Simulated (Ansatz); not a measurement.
RbBr (zincblende), relaxed with r2SCAN in the plane-wave code Ansatz. The symmetry is F-43m (No. 216, cubic); conventional cell a = 7.739 Å, 57.94 Å³ an atom. Rb is surrounded by 4 Br at 3.35 Å; Br is surrounded by 4 Rb at 3.35 Å.

The axes x, y and z are those of this cell:
```yaml
crystal:
  lattice:
    - [0.00000, 3.86950, 3.86950]
    - [3.86950, 0.00000, 3.86950]
    - [3.86950, 3.86950, 0.00000]
  atoms:
    - { symbol: Rb, position: [0.00000, 0.00000, 0.00000] }
    - { symbol: Br, position: [0.25000, 0.25000, 0.25000] }
```

Unstrained: With PBE the valence top lies at X and the conduction bottom at Γ, 4.075 eV higher; the smallest vertical gap, at Γ, is 4.163 eV. r2SCAN gives an indirect gap of 4.649 eV, from X to Γ; the least direct gap is 4.734 eV at Γ. With HSE06 the valence top lies at X and the conduction bottom at Γ, 5.172 eV higher; the smallest vertical gap, at Γ, is 5.261 eV. Meshes: PBE 6×6×6, r2SCAN 6×6×6, HSE06 4×4×4. Strains are changes of length per length. After each strain the atoms were relaxed again with r2SCAN within the symmetry that the strain leaves, so tilts or polar shifts that break it weren't tested; points keep the names that they have in the unstrained zone. These are computed values for a spin-unpolarised cell that may be hypothetical; none is a measurement.

Q: Apply uniaxial +5.77 % along z, other directions held. How far does the gap move, against the unstrained cell?

A: PBE: the gap goes from 4.075 to 3.971 eV (-0.104 eV). r2SCAN: the gap goes from 4.649 to 4.564 eV (-0.085 eV). HSE06: the gap goes from 5.172 to 5.060 eV (-0.112 eV). The r2SCAN energy rises by 5.2 meV an atom.

Q: Estimate what uniaxial +1.92 % along x, other directions held does to the gap.

A: PBE: the gap goes from 4.075 to 4.041 eV (-0.034 eV). r2SCAN: the gap goes from 4.649 to 4.622 eV (-0.027 eV). HSE06: the gap goes from 5.172 to 5.136 eV (-0.036 eV). The r2SCAN energy rises by 0.6 meV an atom.

Q: For epitaxial +1.43 % in the xy plane, how far does the free direction move, and what happens to the gap?

A: The normal strain at zero normal stress is -2.90 %, 2.03 of the in-plane strain with the sign turned. PBE: the gap goes from 4.075 to 4.062 eV (-0.013 eV). r2SCAN: the gap goes from 4.649 to 4.637 eV (-0.012 eV). HSE06: the gap goes from 5.172 to 5.160 eV (-0.012 eV).

Spin-orbit coupling is left out.

The meshes of the hybrids are coarse, so their gaps aren't converged to the digits shown.
